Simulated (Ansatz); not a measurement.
What does this script print? It uses Ansatz 0.2.0, Python API.

The script, `conformers.py`:
```python
import ansatz
from rdkit import Chem
from rdkit.Chem import AllChem


def main() -> None:
    rd = Chem.AddHs(Chem.MolFromSmiles("CCC[NH3+]"))
    ids = list(AllChem.EmbedMultipleConfs(rd, numConfs=20, randomSeed=28, pruneRmsThresh=0.4))
    field = [energy for _, energy in AllChem.MMFFOptimizeMoleculeConfs(rd)]
    distinct = {round(e, 2): i for i, e in zip(ids, field)}
    chosen = sorted(distinct.items())[:4]
    found = []
    for force_field, index in chosen:
        mol = ansatz.Crystal.molecule()
        for atom, xyz in zip(rd.GetAtoms(), rd.GetConformer(index).GetPositions()):
            mol = mol.atom(atom.GetSymbol(), xyz.round(5).tolist())
        job = mol.calculation()
        job = job.basis(gaussian="6-31G*")
        job = job.functional("b3lyp").charge(1)
        found.append(job.run(threads=1, pin="off").report["free_energy_ev"])
    print("conformer   MMFF (kcal/mol)   this level (kcal/mol)")
    for (force_field, index), e in zip(chosen, found):
        print(f"{index:9d} {force_field - chosen[0][0]:17.2f} {23.060548 * (e - min(found)):17.3f}")


if __name__ == "__main__":
    main()
```

Output of `python conformers.py`:
```text
conformer   MMFF (kcal/mol)   this level (kcal/mol)
        1              0.00             0.000
        2              0.03             0.431
```

What to keep in mind:
- The conformers keep their force-field geometries.
- b3lyp holds the VWN-RPA fit, as in Gaussian; the form of ORCA and Turbomole is b3lyp5.
- Finished in 9.6 s on 1 thread of Arm Neoverse N1, with other jobs on the host, peak memory 0.27 GiB.
